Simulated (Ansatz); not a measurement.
Input and command of a plane-wave DFT calculation in Ansatz:

```yaml
crystal:
  lattice:
    - [0.0, 2.771925, 2.771925]
    - [2.771925, 0.0, 2.771925]
    - [2.771925, 2.771925, 0.0]
  atoms:
    - { symbol: Ca, position: [0.0, 0.0, 0.0] }
    - { symbol: S, position: [0.5, 0.5, 0.5] }
basis:
  ecutwfc: 420
kpoints:
  mp_grid: { grid: [8, 8, 8] }
hamiltonian:
  xc: pbesol
scf:
  occupations: { method: gaussian, width: 0.05 }
output:
  forces: true
  stress: true
  eigenvalues: true
```

```bash
ansatz run input.yaml --threads 1 --pin off --max-ram 1228MiB --backend cpu --events-out ev --progress --plain --runs-dir out
```

Processor: Arm Neoverse N1, 1 thread, on a host shared with other jobs.

Q: Estimate time, memory and problem size.

A: About 2.1 s on 1 thread of Arm Neoverse N1, with other jobs on the host, peak memory 0.29 GiB. It solves 12 bands at 29 k points (the mesh reduced by the symmetry that the task leaves, which can be less than the crystal's) with about 869 plane waves, in 6 SCF iterations.
